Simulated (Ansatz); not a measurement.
An Ansatz input (plane waves, PAW) for GaSb that has something wrong with it:

```yaml
crystal:
  lattice:
    - [0.0, 3.06568598, 3.06568598]
    - [3.06568598, 0.0, 3.06568598]
    - [3.06568598, 3.06568598, 0.0]
  atoms:
    - { symbol: Ga, position: [0.0, 0.0, 0.0] }
    - { symbol: Sb, position: [0.75, 0.75, 0.75] }
basis:
  ecutwfc: 500
  ecutrho_ratio: 1
kpoints:
  mp_grid: { grid: [10, 10, 10] }
hamiltonian:
  xc: r2scan
scf:
  occupations: { method: gaussian, width: 0.05 }
  max_iter: 60
output:
  forces: true
  stress: true
```

Launched as:
```sh
ansatz run input.yaml --threads 4 --pin off --max-ram 7168MiB --backend cpu --events-out ev --progress --plain --runs-dir out
```

Problem. What is wrong with it?

Solution. A density cutoff of only 1 times the waves' cutoff, where the density, a product of two waves, needs 4 times. Against the sound input: basis.ecutrho_ratio: 4 → 1 (the cap on iterations is only a precaution).

What the program printed:

```
Warning: basis.ecutrho_ratio = 1 (ecutrho = 500 eV) is below the records' recommended 2000 eV
```

SCF trace (energy estimate counted from the last row):
```tsv
iteration	ΔE (eV)	density residual (eV)
1	-2.1e-03	1.88e-2
2	-2.1e-04	1.78e-3
3	3.7e-04	5.33e-4
4	0.000	1.79e-5
5	-1.0e-06	3.07e-7
6	0.000	8.68e-9
```

```
SCF 1 converged in 6 iterations: F = -10290.897960 eV  dr2 = 8.68e-9
SCF converged after 6 iterations
Free energy (F): -10290.897960 eV
E sigma→0 (E₀):  -10290.897960 eV
Fermi energy:    7.659256 eV
--- Forces (eV/Å), atoms counted from 1 ---
  atom   1  Ga     0.00000000     0.00000000     0.00000000
  atom   2  Sb     0.00000000     0.00000000     0.00000000
--- Stress (GPa, compression-positive) ---
       10.115311       0.000000       0.000000
        0.000000      10.115311       0.000000
        0.000000       0.000000      10.115311
  P = ⅓ Tr σ = 10.1153 GPa (101.153 kbar)
settings of this run that can trade accuracy for cost: basis.ecutrho_ratio < 4. Do not mix this run's numbers with those of runs without the same settings; the input reference describes each key
```

The run converged all the same; its pressure of 10 GPa shows the fault against the sound run's. Its energy lies -517 meV/atom from the sound one. Cost: 2.1 s on 4 threads of Arm Neoverse V2, with other jobs on the host, peak memory 0.43 GiB. The run before the change (r²SCAN, 500 eV, 10×10×10 mesh) gave:

```tsv
run	P (GPa)	gap on the mesh (eV)	cell moment (μB)	largest force component (eV/Å)
sound	0.0	0.42	–	0.000
spoiled	10.1	0.36	–	0.000
```

The chain of runs began from a cell as deposited in COD, expanded in volume. Of that entry: the entry's cell lengths or inner coordinates differ somewhat from later room-temperature determinations.
